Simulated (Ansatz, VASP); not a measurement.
One calculation of SnSe, two programs

INCAR

```
SYSTEM = SnSe
PREC = Accurate
ENCUT = 520
EDIFF = 1E-6
ISMEAR = -1
SIGMA = 0.02
LREAL = .False.
LASPH = .True.
NELM = 60
ALGO = Normal
ISIF = 2
LWAVE = .False.
LCHARG = .True.
GGA = PS
LELF = .True.
LVHAR = .True.
NBANDS = 17
```

Contents of KPOINTS:

```
Automatic mesh
0
Gamma
  9 9 9
  0 0 0
```

The input POSCAR:

```
SnSe
1.0
    0.0000000000      3.0100000000      3.0100000000
    3.0100000000      0.0000000000      3.0100000000
    3.0100000000      3.0100000000      0.0000000000
Sn Se
1 1
Direct
    0.0000000000      0.0000000000      0.0000000000
    0.5000000000      0.5000000000      0.5000000000
```

Input for Ansatz:

```yaml
crystal:
  lattice:
    - [0.0, 3.01, 3.01]
    - [3.01, 0.0, 3.01]
    - [3.01, 3.01, 0.0]
  atoms:
    - { symbol: Sn, position: [0.0, 0.0, 0.0] }
    - { symbol: Se, position: [0.5, 0.5, 0.5] }
kpoints:
  mp_grid: { grid: [9, 9, 9] }
  band_path:
    path:
      - [0.0, 0.0, 0.0]
      - [0.5, 0.0, 0.5]
      - [0.625, 0.25, 0.625]
      - [0.375, 0.375, 0.75]
      - [0.0, 0.0, 0.0]
      - [0.5, 0.5, 0.5]
      - [0.5, 0.25, 0.75]
      - [0.5, 0.0, 0.5]
    npoints: 5
scf:
  occupations: { method: fermi_dirac, width: 0.02 }
hamiltonian:
  xc: pbesol
  pseudopotentials: { kind: all_electron, lapw: { basis_error: 0.00025 } }
output:
  forces: true
  stress: true
  eigenvalues: true
```

Alike in both runs: task single point; functional PBEsol; k mesh 9 × 9 × 9; occupations fermi-dirac, width 0.02 eV; no spin polarisation.

```csv
,VASP,Ansatz
version,VASP 6.6.1,Ansatz 0.2.0
potentials or method,"VASP PAW PBE potentials, release 64 (Sn_d, Se)","all-electron LAPW, scalar-relativistic"
plane-wave cutoff (eV),520,see its input
```

|  | VASP | Ansatz | Ansatz less VASP |
| --- | --- | --- | --- |
| pressure (GPa) | -1.8 | -1.8 | -0.01 |

Ansatz ran all-electron here, so the differences hold the error of VASP's frozen core and of both bases.

Caveats: the PAW data sets were made with another functional, which shifts forces and pressure a little (VASP).
